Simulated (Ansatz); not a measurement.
The system is MnO.

```
Mn O
1.0
     0.00000    2.22391    2.22391
     2.22391    0.00000    2.22391
     2.22391    2.22391    0.00000
Mn O
1 1
Direct
  0.00000 0.00000 0.00000
  0.50000 0.50000 0.50000
```

The cell is a database's computed one.

Base run:

```yaml
Program: Ansatz 0.2.0
Functional: r2SCAN
Potentials_or_basis: Ansatz PAW
Cutoff: "500 eV (not typed: the program's choice for these potentials)"
k_mesh: 10 × 10 × 10
Occupations: fermi-dirac, width 0.05 eV
Spin: collinear spin, ferromagnetic start
Starting_moments: "[4.0, 0.0] μB"
Hubbard_terms: Mn d U = 8 eV
```

Its results: band gap on the k mesh 1.25 eV, indirect (least direct gap 3.05 eV); pressure 8.9 GPa; net moment 5.00 μB per cell; site moments Mn +4.38; O +0.11 μB.

After a change of settings the same cell gave: band gap on the k mesh 0.92 eV, indirect (least direct gap 3.08 eV); pressure 5.8 GPa; net moment 5.00 μB per cell; site moments Mn +4.35; O +0.15 μB. Which change was it?
A. hubbard terms from Mn d U = 8 eV to Mn d U = 4 eV
B. hubbard terms from Mn d U = 8 eV to Mn d U = 5 eV
C. hubbard terms from Mn d U = 8 eV to none; hubbard projectors from ortho-atomic (the default) to none

B.

Caveats: the magnetic or orbital state may not be the lowest; a cell with one magnetic atom can't hold antiferromagnetic order, which such compounds often take; the PAW data sets come from PBE, with cores solved anew for the run's functional, which leaves a small shift of forces and pressure.

Runs at the PBE level aren't shown here.
